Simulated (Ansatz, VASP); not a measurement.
**Be in VASP and in Ansatz**

```
Be
1.0
     0.00000    1.57792    1.57792
     1.57792    0.00000    1.57792
     1.57792    1.57792    0.00000
Be
1
Direct
  0.00000 0.00000 0.00000
```

Alike in both runs: functional PBE; k mesh 20 × 20 × 20; occupations gaussian, width 0.02 eV; no spin polarisation.

Ansatz relaxed the structure, and its values are those at the end. VASP's run is a single point on that final structure, the one shown.

|  | VASP | Ansatz |
| --- | --- | --- |
| version | VASP 6.6.1 | Ansatz 0.2.0 |
| potentials or method | VASP PAW PBE potentials, release 64 (Be) | scalar-relativistic, plane waves, PAW |
| plane-wave cutoff (eV) | 520 | 420 |
| valence electrons in the cell | 2 | 2 |

Ansatz gave:

```
gap on the k mesh at the Fermi level (eV) : none
pressure (GPa)                            : 0.0
```

Q: Which values does VASP return?

A: gap on the k mesh at the Fermi level (eV): none; pressure (GPa): 0.1.

A gap of «none» marks a metal or a gap that the smearing closes.
